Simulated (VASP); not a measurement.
Set up this calculation in VASP 6.6.1, as the native input.

| Quantity | Value |
| --- | --- |
| Task | single point |
| Functional | PBEsol |
| Potentials or basis | VASP PAW PBE potentials, release 64 (Al, Au) |
| Cutoff | 520 eV |
| k mesh | 8 × 8 × 8 |
| Occupations | gaussian, width 0.1 eV |
| Spin | no spin polarisation |
| Dipole correction | no |
| Further INCAR settings | ALGO = Normal; EDIFF = 1e-07; NBANDS = 20 |

The structure of AlAu2 lies in POSCAR:

```
AlAu2
1.0
   -1.6715144750      1.6715144750      4.3990752400
    1.6715144750     -1.6715144750      4.3990752400
    1.6715144750      1.6715144750     -4.3990752400
Al Au
1 2
Direct
    0.0000000000      0.0000000000      0.0000000000
    0.6562728000      0.6562728000      0.0000000000
    0.3437272000      0.3437272000      0.0000000000
```

The cell comes from a database or a generator and needn't be the stable form of this composition.

The input as run:

INCAR

```
SYSTEM = AlAu2
  PREC = Accurate
  ENCUT = 520
  EDIFF = 1E-7
  ISMEAR = 0
  SIGMA = 0.1
  LREAL = .False.
  LASPH = .True.
  NELM = 100
  ALGO = Normal
  ISIF = 2
  LWAVE = .False.
  LCHARG = .True.
  GGA = PS
  LELF = .True.
  LVHAR = .True.
  NBANDS = 20
```

KPOINTS

```
regular mesh
0
Gamma
  8 8 8
  0 0 0
```

Potentials or basis: VASP PAW PBE potentials, release 64 (Al, Au).

Launch:

```console
$ cat potpaw_PBE.64/Al/POTCAR potpaw_PBE.64/Au/POTCAR > POTCAR
$ mpirun -np 1 vasp_std > vasp.out
```

Results of the run:

| Item | Value |
| --- | --- |
| Pressure | -2.6 GPa |
| Largest force | 0.055 eV/Å |
| Band gap on the k mesh | none (metal or under the smearing width) |

Caveat: the PAW data sets were made with another functional, which shifts forces and pressure a little.

Wall time 69 s on 1 thread of Intel(R) Xeon(R) 6975P-C (Granite Rapids), with other jobs on the host, peak memory 0.26 GiB.
